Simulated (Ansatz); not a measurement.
Is this Fe result the lowest state?

The cell (2 atoms) is Fe as a measured crystal structure (space group Fm-3m, primitive cell doubled). Source: COD entry 9012713; the sample's temperature and pressure aren't taken into account, and it need not be the stable phase.

Theory: DFT, PBE, PAW, plane waves, scalar-relativistic (Ansatz).

```yaml
crystal:
  lattice:
    - [-1.8395, -1.8395, -3.679]
    - [1.8395, -1.8395, 0.0]
    - [-1.8395, -1.8395, 0.0]
  atoms:
    - { symbol: Fe, position: [0.0, 0.0, 0.0], spin: 4.0 }
    - { symbol: Fe, position: [0.5, 0.5, 0.0] }
magnetization:
  spin_polarized: true
hamiltonian:
  xc: pbe
  pseudopotentials: { kind: paw }
basis:
  ecutwfc: 420
kpoints:
  mp_grid: { grid: [8, 11, 13] }
scf:
  occupations: { method: fermi_dirac, width: 0.1 }
  lower_state_search: "off"
output:
  forces: true
  stress: true
```

Time: 12 s on 2 threads of Intel(R) Xeon(R) 6975P-C, on a shared host, peak memory 0.53 GiB.

The end of the output:

```
SCF converged after 29 iterations
Magnetization: 0.0006 μB (16.0003 up, 15.9997 down)
Absolute magnetization: 4.2588 μB (∫|ρ↑−ρ↓|, with the PAW one-centre terms)
Spin contamination: 1.6226 ħ² per cell (⟨S²⟩ above its minimum at these occupations)
Per-site moments (μB) at R_I (Å): [(2.0711, 1.0730), (-2.0705, 1.0730)]
Free energy (F): -8960.545359 eV
Harris-Foulkes:  -8960.545359 eV  (|F-HF|=5.97e-8)
Internal energy: -8960.428086 eV  (E = F + TS)
E sigma→0 (E₀):  -8960.486723 eV
Entropy (-TS):   -0.117273 eV (-58.637 meV/atom)
Fermi energy:    16.935821 eV
--- Forces (eV/Å), atoms counted from 1 ---
  atom   1  Fe     0.00000000     0.00000000     0.00000000
  atom   2  Fe     0.00000000    -0.00000000     0.00000000
--- Stress (GPa, compression-positive) ---
      -22.438341      -0.069325      -0.004928
       -0.069325     -22.438341      -0.004928
       -0.004927      -0.004927      -9.876022
  P = ⅓ Tr σ = -18.2509 GPa (-182.509 kbar)
```

The mesh has less symmetry than the lattice, which lowers the symmetry of the run.

Site moments are taken inside atomic spheres and don't add up to the total.

Problem. Would you trust this as the ground state? If a lower solution is known, describe it.

Solution. No. A state 63.6 meV/atom (0.127 eV per cell) lower exists in this cell: ferromagnetic, site moments Fe1 2.66, Fe2 2.66 μB, total 5.21 μB per cell, no gap on the k-mesh. It was reached from: parallel moments, default search for lower states [Fe1 4.00, Fe2 4.00 μB]; parallel moments, plain SCF [Fe1 4.00, Fe2 4.00 μB]. The wrong state matters: the pressure is -5.5 GPa there against -18.3 GPa here. Signs that this run gave and the runs to the lower state didn't: a notice that the order of the start wasn't kept. This multiple of the primitive cell fits some opposed orders; other multiples fit others. “Lowest” means lowest among the runs made in this cell.
